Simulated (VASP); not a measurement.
Crystal: Ru.

```
CELL_PARAMETERS angstrom
3.48170 0.00000 0.00000
-1.74085 3.01524 0.00000
0.00000 0.00000 3.95010
ATOMIC_POSITIONS crystal
Ru 0.22540 0.00000 0.33333
Ru 0.00000 0.22540 0.66667
Ru 0.77460 0.77460 0.00000
```

The cell was built by a generator and needn't be a form met in nature.

```yaml
Program: VASP 6.6.1
Task: relaxation of cell and atoms
Functional: PBE
Potentials_or_basis: VASP PAW PBE potentials, release 64 (Ru_pv)
Cutoff: 600 eV
k_mesh: 6 × 6 × 4
Occupations: gaussian, width 0.1 eV
Spin: no spin polarisation
```

At the start: pressure 147.4 GPa; volume 13.82 Å³/atom.

Problem. Where does the relaxation end?

Solution. Over 19 steps the energy falls by 2953.8 meV/atom and the volume is 15.81 Å³/atom (+14.4 %); space group P3_121 (No. 152, to 0.05 Å).

The path:
| step | energy change (eV) | largest force (eV/Å) | pressure (GPa) | volume (Å³) |
| --- | --- | --- | --- | --- |
| 1 | 0.0000 | 21.8963 | 147.37 | 41.47 |
| 2 | 8.3804 | 0.2603 | -22.19 | 170.86 |
| 3 | 2.3783 | 0.2967 | -19.58 | 125.07 |
| 4 | 0.0501 | 0.6879 | -23.55 | 106.92 |
| 5 | -5.8791 | 1.0289 | -32.27 | 69.28 |
| 6 | -8.3174 | 0.0165 | -20.98 | 54.24 |
| 7 | -8.7658 | 0.3204 | 1.58 | 47.58 |
| 8 | -8.7725 | 0.1824 | -3.01 | 48.50 |
| 9 | -8.7738 | 0.2156 | -1.80 | 48.24 |
| 10 | -8.7735 | 0.2354 | -1.11 | 48.10 |
| 11 | -8.7834 | 0.2463 | 2.44 | 47.29 |
| 12 | -8.7835 | 0.2469 | 2.67 | 47.24 |
| 13 | -8.7909 | 0.2170 | 2.50 | 47.24 |
| 14 | -8.8112 | 0.1368 | 2.11 | 47.25 |
| 15 | -8.8417 | 0.0258 | 1.60 | 47.23 |
| 16 | -8.8585 | 0.0136 | 1.78 | 47.05 |
| 17 | -8.8596 | 0.0038 | 1.66 | 47.09 |
| 18 | -8.8582 | 0.0216 | -2.15 | 47.91 |
| 19 | -8.8614 | 0.0118 | -0.02 | 47.43 |

Final structure:
```cif
data_structure
_symmetry_space_group_name_H-M 'P 1'
_symmetry_Int_Tables_number 1
_cell_length_a 3.4377
_cell_length_b 3.4377
_cell_length_c 4.6346
_cell_angle_alpha 90.000
_cell_angle_beta 90.000
_cell_angle_gamma 120.000
_cell_volume 47.43
loop_
_atom_site_label
_atom_site_type_symbol
_atom_site_fract_x
_atom_site_fract_y
_atom_site_fract_z
_atom_site_occupancy
Ru1 Ru 0.34092 0.00000 0.33333 1
Ru2 Ru 0.00000 0.34092 0.66667 1
Ru3 Ru 0.65908 0.65908 0.00000 1
```

Caveat: the k mesh is coarse (spacing up to 0.40 Å⁻¹), so the values aren't converged.
